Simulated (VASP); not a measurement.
# Tc (P6_3/mmc) in VASP: a series of runs

The runs below take Tc through single point, with PBE.

Program: VASP 6.6.1. These are calculated values, not measurements. Logs are shortened: lines on timing, memory, paths and dates and some standing lists are left out, and cuts for length are marked.

## (1) The structure

The structure is hexagonal, space group P6_3/mmc (No. 194). Conventional cell: a = 2.740 Å, b = 2.740 Å, c = 4.398 Å, α = 90.00°, β = 90.00°, γ = 120.00°. Around Tc (site symmetry -6m2) lie 12 Tc at 2.71 to 2.74 Å.

## (2) Single point, PBE

INCAR reads:

```
SYSTEM = Tc
PREC     = Accurate       ! precision mode
ENCUT    = 550            ! plane-wave cutoff, eV
EDIFF    = 1E-6           ! SCF threshold, eV
ISMEAR   = 0              ! smearing method
SIGMA    = 0.1            ! smearing width, eV
LREAL    = Auto         
LASPH    = .True.         ! aspherical terms in the spheres
NELM     = 100            ! most SCF steps
ALGO     = Normal         ! electronic algorithm
ISIF     = 2              ! what is computed and relaxed
LWAVE    = .False.        ! write WAVECAR
LCHARG   = .False.        ! write CHGCAR
GGA      = PE             ! functional
ADDGRID  = .False.
```

KPOINTS reads:

```
regular mesh
0
Gamma
  12 12 6
  0 0 0
```

POSCAR reads:

```
Tc
1.0
    2.7400000000      0.0000000000      0.0000000000
   -1.3700000000      2.3729096064      0.0000000000
    0.0000000000      0.0000000000      4.3980000000
Tc
2
Direct
    0.6666666667      0.3333333333      0.7500000000
    0.3333333333      0.6666666667      0.2500000000
```

Potentials or basis: VASP PAW PBE potentials, release 64 (Tc_pv).

The run is started by

```sh
cat potpaw_PBE.64/Tc_pv/POTCAR > POTCAR
mpirun -np 1 vasp_std > vasp.out
```

OUTCAR:

```text
SYSTEM = Tc
   PREC = Accurate
   ENCUT = 550
   EDIFF = 1E-6
   ISMEAR = 0
   LREAL = Auto
   LASPH = .True.
   NELM = 100
   ISIF = 2
   GGA = PE

 Found     76 irreducible k-points:

 Following reciprocal coordinates:
            Coordinates               Weight
  0.000000  0.000000  0.000000      1.000000
  0.083333  0.000000  0.000000      6.000000
  0.166667 -0.000000  0.000000      6.000000
  0.250000 -0.000000  0.000000      6.000000
  0.333333 -0.000000  0.000000      6.000000
  0.416667  0.000000  0.000000      6.000000
   k-points           NKPTS =     76   k-points in BZ     NKDIM =     76   number of bands    NBANDS=     17
   number of dos      NEDOS =    301   number of ions     NIONS =      2
   total plane-waves  NPLWV =  20736
   dimension x,y,z NGX =    24 NGY =   24 NGZ =   36
   dimension x,y,z NGXF=    48 NGYF=   48 NGZF=   72
   ions per type =               2
   NGX,Y,Z   is equivalent  to a cutoff of  14.56, 14.56, 13.61 a.u.
   NGXF,Y,Z  is equivalent  to a cutoff of  29.12, 29.12, 27.22 a.u.
 SYSTEM =  Tc
   PREC   = accura    normal or accurate (medium, high low for compatibility)
   ISTART =      0    job   : 0-new  1-cont  2-samecut
   ICHARG =      2    charge: 1-file 2-atom 10-const
   ISPIN  =      1    spin polarized calculation?
   LNONCOLLINEAR =      F non collinear calculations
   LSORBIT =      F    spin-orbit coupling
   LASPH  =      T    aspherical Exc in radial PAW
   ENCUT  =  550.0 eV  40.42 Ry    6.36 a.u.   5.24  5.24  8.41*2*pi/ulx,y,z
   NELM   =    100;   NELMIN=  2; NELMDL= -5     # of ELM steps
   EDIFF  = 0.1E-05   stopping-criterion for ELM
   LREAL  =      T    real-space projection
   EDIFFG = 0.1E-04   stopping-criterion for IOM
   NSW    =      0    number of steps for IOM
   IBRION =     -1    ionic relax: 0-MD 1-quasi-New 2-CG
   NFREE  =      0    steps in history (QN), initial steepest desc. (CG)
   ISIF   =      2    stress and relaxation
   ISYM   =      2    0-nonsym 1-usesym 2-fastsym
   POTIM  = 0.5000    time-step for ionic-motion
   TEBEG  =    0.0;   TEEND  =   0.0 temperature during run
   PSTRESS=    0.0 pullay stress
   NELECT =      26.0000    total number of electrons
   NUPDOWN=      -1.0000    fix difference up-down
   EMIN   =  10.00;   EMAX   =-10.00  energy-range for DOS
   EFERMI =   0.00;   METHOD = LEGACY
   ISMEAR =     0;   SIGMA  =   0.10  broadening in eV -4-tet -1-fermi 0-gaus
   EFERMI_NEDOS =   21; number of points for ismear=-14 and -15
   IALGO  =     38    algorithm
   IMIX   =      4    mixing-type and parameters
     AMIX     =   0.40;   BMIX     =  1.00
     AMIX_MAG =   1.60;   BMIX_MAG =  1.00
  volume/ion in A,a.u.               =      14.30        96.48
  Fermi-wavevector in a.u.,A,eV,Ry     =   1.586002  2.997108 34.224109  2.515401
  Thomas-Fermi vector in A             =   2.685380
   LORBIT       =      0    0 simple, 1 ext, 2 COOP (PROOUT), +10 PAW based schemes
   GGA     = PE    functional components
   LHFCALC =     F    Hartree Fock is set to
   AEXX    =    0.0000 exact exchange contribution
   IVDW    =     0    specifies the selected vdW correction
   LEPSILON=     F    determine dielectric tensor
   LRPA    =     F    only Hartree local field effects (RPA)
 non-spin polarized calculation
 Gauss-broadening in eV      SIGMA  =   0.10
  energy-cutoff  :      550.00
  volume of cell :       28.59
 maximum number of plane-waves:       856
 NGX is ok and might be reduce to    24
   NGX = 11   NGY = 11   NGZ = 17

 number of electron      26.0000001 magnetization

 Free energy of the ion-electron system (eV)
  ---------------------------------------------------
  ext. energy  EPLUGINS =         0.00000000
  ---------------------------------------------------
  free energy    TOTEN  =       -20.70145483 eV

  energy without entropy =      -20.69199778  energy(sigma->0) =      -20.69672631

 E-fermi :  12.6560     XC(G=0): -13.8021

 val. band max:       12.6410250519   @ k =   0.1667   0.0833   0.1667
 cond. band min:      12.6778601415   @ k =   0.3333  -0.0000   0.5000
 fundamental gap:      0.0368350896
 Fermi energy:        12.6559989594

 k-point     1 :       0.0000    0.0000    0.0000
  band No.  band energies     occupation
      1     -26.7862      2.00000
      2     -25.6760      2.00000
      3     -25.6760      2.00000
      4     -25.4902      2.00000
      5     -25.4902      2.00000
      6     -25.4543      2.00000
[... 9 lines left out ...]
     16      14.3323      0.00000
     17      15.1988      0.00000

 k-point     2 :       0.0833    0.0000    0.0000
  band No.  band energies     occupation
      1     -26.7580      2.00000
      2     -25.7400      2.00000
      3     -25.6968      2.00000
      4     -25.5565      2.00000
      5     -25.4991      2.00000
      6     -25.4662      2.00000
[... 9 lines left out ...]
     16      13.1758      0.00000
     17      15.3076      0.00000

 k-point     3 :       0.1667   -0.0000    0.0000
  band No.  band energies     occupation
      1     -26.6771      2.00000
      2     -25.9147      2.00000
      3     -25.7517      2.00000
      4     -25.7334      2.00000
      5     -25.5251      2.00000
      6     -25.5022      2.00000
[... 9 lines left out ...]
     16      12.6392      1.18799
     17      15.5349      0.00000

 k-point     4 :       0.2500   -0.0000    0.0000
  band No.  band energies     occupation
      1     -26.5549      2.00000
      2     -26.1524      2.00000
      3     -25.9653      2.00000
      4     -25.8234      2.00000
      5     -25.5631      2.00000
      6     -25.5629      2.00000
[... 9 lines left out ...]
     16      13.5506      0.00000
     17      15.7451      0.00000

 k-point     5 :       0.3333   -0.0000    0.0000
  band No.  band energies     occupation
      1     -26.4106      2.00000
      2     -26.3884      2.00000
      3     -26.1875      2.00000
      4     -25.8924      2.00000
      5     -25.6453      2.00000
      6     -25.6028      2.00000
[... 9 lines left out ...]
     16      14.6194      0.00000
     17      15.8861      0.00000

 k-point     6 :       0.4167    0.0000    0.0000
  band No.  band energies     occupation
      1     -26.5596      2.00000
      2     -26.3448      2.00000
      3     -26.2755      2.00000
      4     -25.9415      2.00000
      5     -25.7348      2.00000
      6     -25.6326      2.00000
[... 9 lines left out ...]
     16      15.9596      0.00000
     17      16.3455      0.00000

 [... further k-points ...]
[... 5 lines left out ...]
  --------------------------------------------------------------------------------------
  -------------------------------------------------------------------------------------
  Total        0.4496054      0.4496054      0.3379477     -0.0000000      0.0000000      0.0000000
  in kB       25.1915619     25.1915619     18.9353400     -0.0000000      0.0000000      0.0000000
  external PRESSURE =      23.1061546 kB  Pullay stress =       0.0000000 kB

 VOLUME and BASIS-vectors are now :
 -----------------------------------------------------------------------------
  energy-cutoff  :      550.00
  volume of cell :       28.59
      direct lattice vectors                 reciprocal lattice vectors
     2.740000000  0.000000000  0.000000000     0.364963504  0.210711777  0.000000000
    -1.370000000  2.372909606  0.000000000     0.000000000  0.421423554  0.000000000
     0.000000000  0.000000000  4.398000000     0.000000000  0.000000000  0.227376080

 POSITION                                       TOTAL-FORCE (eV/Angst)
 -----------------------------------------------------------------------------------
      1.37000      0.79097      3.29850        -0.000000     -0.000000      0.000000
     -0.00000      1.58194      1.09950         0.000000      0.000000      0.000000
 -----------------------------------------------------------------------------------
    total drift:                               -0.000000      0.000000     -0.000000

  FREE ENERGIE OF THE ION-ELECTRON SYSTEM (eV)
  ---------------------------------------------------
  free  energy   TOTEN  =       -20.7014548254 eV

  energy  without entropy=      -20.6919977850  energy(sigma->0) =      -20.69672631
```

It took 83 s on 1 thread of AMD EPYC 7R43 (Zen 3), shared host; peak memory 0.13 GiB.

The run converged, but some of its settings lie outside the range that counts as converged, so its numbers aren't taken as properties of the crystal.

What came out:

* Free energy: -20.7015 eV
* Pressure: 2.3 GPa
* Band gap on the k mesh: none (metal or under the smearing width)

## (3) Single point, PBE

Changes to INCAR since step 2:

```diff
@@ -3,6 +3,6 @@
 ENCUT    = 550            ! plane-wave cutoff, eV
-EDIFF    = 1E-6           ! SCF threshold, eV
+EDIFF    = 1E-4           ! SCF threshold, eV
 ISMEAR   = 0              ! smearing method
 SIGMA    = 0.1            ! smearing width, eV
-LREAL    = Auto         
+LREAL    = .False.        ! projectors in reciprocal space
 LASPH    = .True.         ! aspherical terms in the spheres
```

KPOINTS is that of step 2.

POSCAR is that of step 2.

Potentials or basis: VASP PAW PBE potentials, release 64 (Tc_pv).

The run is started by

```sh
cat potpaw_PBE.64/Tc_pv/POTCAR > POTCAR
mpirun -np 1 vasp_std > vasp.out
```

Wall time 37 s (1 thread of AMD EPYC 7R43 (Zen 3), shared host); peak memory 0.14 GiB.

The run converged, but some of its settings lie outside the range that counts as converged, so its numbers aren't taken as properties of the crystal.

Results:

| Property | Result |
| --- | --- |
| Free energy | -20.7005 eV |
| Pressure | 2.3 GPa |
| Band gap on the k mesh | none (metal or under the smearing width) |

## (4) Single point, PBE

Changes to INCAR since step 3:

```diff
@@ -2,4 +2,4 @@
 PREC     = Accurate       ! precision mode
-ENCUT    = 550            ! plane-wave cutoff, eV
-EDIFF    = 1E-4           ! SCF threshold, eV
+ENCUT    = 450            ! plane-wave cutoff, eV
+EDIFF    = 1E-6           ! SCF threshold, eV
 ISMEAR   = 0              ! smearing method
```

KPOINTS reads:

```
regular mesh
0
Gamma
  14 14 8
  0 0 0
```

POSCAR is that of step 3.

Potentials or basis: VASP PAW PBE potentials, release 64 (Tc_pv).

The run is started by

```sh
cat potpaw_PBE.64/Tc_pv/POTCAR > POTCAR
mpirun -np 1 vasp_std > vasp.out
```

OUTCAR:

```text
SYSTEM = Tc
   PREC = Accurate
   ENCUT = 450
   EDIFF = 1E-6
   ISMEAR = 0
   LREAL = .False.
   LASPH = .True.
   NELM = 100
   ISIF = 2
   GGA = PE

 Found    120 irreducible k-points:

 Following reciprocal coordinates:
            Coordinates               Weight
  0.000000  0.000000  0.000000      1.000000
  0.071429  0.000000  0.000000      6.000000
  0.142857  0.000000  0.000000      6.000000
  0.214286  0.000000  0.000000      6.000000
  0.285714 -0.000000  0.000000      6.000000
  0.357143  0.000000  0.000000      6.000000
   k-points           NKPTS =    120   k-points in BZ     NKDIM =    120   number of bands    NBANDS=     17
   number of dos      NEDOS =    301   number of ions     NIONS =      2
   total plane-waves  NPLWV =  12000
   dimension x,y,z NGX =    20 NGY =   20 NGZ =   30
   dimension x,y,z NGXF=    40 NGYF=   40 NGZF=   60
   ions per type =               2
   NGX,Y,Z   is equivalent  to a cutoff of  12.13, 12.13, 11.34 a.u.
   NGXF,Y,Z  is equivalent  to a cutoff of  24.27, 24.27, 22.68 a.u.
 SYSTEM =  Tc
   PREC   = accura    normal or accurate (medium, high low for compatibility)
   ISTART =      0    job   : 0-new  1-cont  2-samecut
   ICHARG =      2    charge: 1-file 2-atom 10-const
   ISPIN  =      1    spin polarized calculation?
   LNONCOLLINEAR =      F non collinear calculations
   LSORBIT =      F    spin-orbit coupling
   LASPH  =      T    aspherical Exc in radial PAW
   ENCUT  =  450.0 eV  33.07 Ry    5.75 a.u.   4.74  4.74  7.61*2*pi/ulx,y,z
   NELM   =    100;   NELMIN=  2; NELMDL= -5     # of ELM steps
   EDIFF  = 0.1E-05   stopping-criterion for ELM
   LREAL  =      F    real-space projection
   EDIFFG = 0.1E-04   stopping-criterion for IOM
   NSW    =      0    number of steps for IOM
   IBRION =     -1    ionic relax: 0-MD 1-quasi-New 2-CG
   NFREE  =      0    steps in history (QN), initial steepest desc. (CG)
   ISIF   =      2    stress and relaxation
   ISYM   =      2    0-nonsym 1-usesym 2-fastsym
   POTIM  = 0.5000    time-step for ionic-motion
   TEBEG  =    0.0;   TEEND  =   0.0 temperature during run
   PSTRESS=    0.0 pullay stress
   NELECT =      26.0000    total number of electrons
   NUPDOWN=      -1.0000    fix difference up-down
   EMIN   =  10.00;   EMAX   =-10.00  energy-range for DOS
   EFERMI =   0.00;   METHOD = LEGACY
   ISMEAR =     0;   SIGMA  =   0.10  broadening in eV -4-tet -1-fermi 0-gaus
   EFERMI_NEDOS =   21; number of points for ismear=-14 and -15
   IALGO  =     38    algorithm
   IMIX   =      4    mixing-type and parameters
     AMIX     =   0.40;   BMIX     =  1.00
     AMIX_MAG =   1.60;   BMIX_MAG =  1.00
  volume/ion in A,a.u.               =      14.30        96.48
  Fermi-wavevector in a.u.,A,eV,Ry     =   1.586002  2.997108 34.224109  2.515401
  Thomas-Fermi vector in A             =   2.685380
   LORBIT       =      0    0 simple, 1 ext, 2 COOP (PROOUT), +10 PAW based schemes
   GGA     = PE    functional components
   LHFCALC =     F    Hartree Fock is set to
   AEXX    =    0.0000 exact exchange contribution
   IVDW    =     0    specifies the selected vdW correction
   LEPSILON=     F    determine dielectric tensor
   LRPA    =     F    only Hartree local field effects (RPA)
 non-spin polarized calculation
 Gauss-broadening in eV      SIGMA  =   0.10
  energy-cutoff  :      450.00
  volume of cell :       28.59
 maximum number of plane-waves:       645
 NGX is ok and might be reduce to    20
   NGX =  9   NGY =  9   NGZ = 15

 number of electron      25.9999997 magnetization

 Free energy of the ion-electron system (eV)
  ---------------------------------------------------
  ext. energy  EPLUGINS =         0.00000000
  ---------------------------------------------------
  free energy    TOTEN  =       -20.70323539 eV

  energy without entropy =      -20.69243965  energy(sigma->0) =      -20.69783752

 E-fermi :  12.6367     XC(G=0): -13.8025

 val. band max:       12.6322643428   @ k =   0.3571   0.1429   0.2500
 cond. band min:      12.6481859609   @ k =   0.2857   0.0714   0.5000
 fundamental gap:      0.0159216182
 Fermi energy:        12.6366857831

 k-point     1 :       0.0000    0.0000    0.0000
  band No.  band energies     occupation
      1     -26.7855      2.00000
      2     -25.6758      2.00000
      3     -25.6758      2.00000
      4     -25.4908      2.00000
      5     -25.4908      2.00000
      6     -25.4552      2.00000
[... 9 lines left out ...]
     16      14.3316      0.00000
     17      15.1982      0.00000

 k-point     2 :       0.0714    0.0000    0.0000
  band No.  band energies     occupation
      1     -26.7647      2.00000
      2     -25.7232      2.00000
      3     -25.6912      2.00000
      4     -25.5395      2.00000
      5     -25.4973      2.00000
      6     -25.4638      2.00000
[... 9 lines left out ...]
     16      13.3339      0.00000
     17      15.2803      0.00000
[... 61 lines left out ...]
 k-point     6 :       0.3571    0.0000    0.0000
  band No.  band energies     occupation
      1     -26.4459      2.00000
      2     -26.3694      2.00000
      3     -26.2411      2.00000
      4     -25.9092      2.00000
      5     -25.6722      2.00000
      6     -25.6128      2.00000
[... 9 lines left out ...]
     16      14.9695      0.00000
     17      15.9127      0.00000

 [... further k-points ...]
[... 5 lines left out ...]
  --------------------------------------------------------------------------------------
  -------------------------------------------------------------------------------------
  Total        0.3430141      0.3430141      0.1691748      0.0000000      0.0000000     -0.0000000
  in kB       19.2192143     19.2192143      9.4789275      0.0000000      0.0000000     -0.0000000
  external PRESSURE =      15.9724520 kB  Pullay stress =       0.0000000 kB

 VOLUME and BASIS-vectors are now :
 -----------------------------------------------------------------------------
  energy-cutoff  :      450.00
  volume of cell :       28.59
      direct lattice vectors                 reciprocal lattice vectors
     2.740000000  0.000000000  0.000000000     0.364963504  0.210711777  0.000000000
    -1.370000000  2.372909606  0.000000000     0.000000000  0.421423554  0.000000000
     0.000000000  0.000000000  4.398000000     0.000000000  0.000000000  0.227376080

 POSITION                                       TOTAL-FORCE (eV/Angst)
 -----------------------------------------------------------------------------------
      1.37000      0.79097      3.29850        -0.000000     -0.000000      0.000000
     -0.00000      1.58194      1.09950         0.000000      0.000000      0.000000
 -----------------------------------------------------------------------------------
    total drift:                               -0.000000      0.000000     -0.000000

  FREE ENERGIE OF THE ION-ELECTRON SYSTEM (eV)
  ---------------------------------------------------
  free  energy   TOTEN  =       -20.7032353912 eV

  energy  without entropy=      -20.6924396524  energy(sigma->0) =      -20.69783752
```

stdout:

```text
POSCAR found type information on POSCAR Tc
 POSCAR found :  1 types and       2 ions
 scaLAPACK will be used
 LDA part: xc-table for (Slater+PW92), standard interpolation
 POSCAR, INCAR and KPOINTS ok, starting setup
 FFT: planning ... GRIDC
 FFT: planning ... GRID_SOFT
 FFT: planning ... GRID
 WAVECAR not read
 entering main loop
```

It took 36 s on 1 thread of AMD EPYC 7R43 (Zen 3), shared host; peak memory 0.13 GiB.

The run converged, but some of its settings lie outside the range that counts as converged, so its numbers aren't taken as properties of the crystal.

What came out:

```yaml
Free_energy: -20.7032 eV
Pressure: 1.6 GPa
Band_gap_on_the_k_mesh: none (metal or under the smearing width)
```

(Part 1 of 2 ends here.)
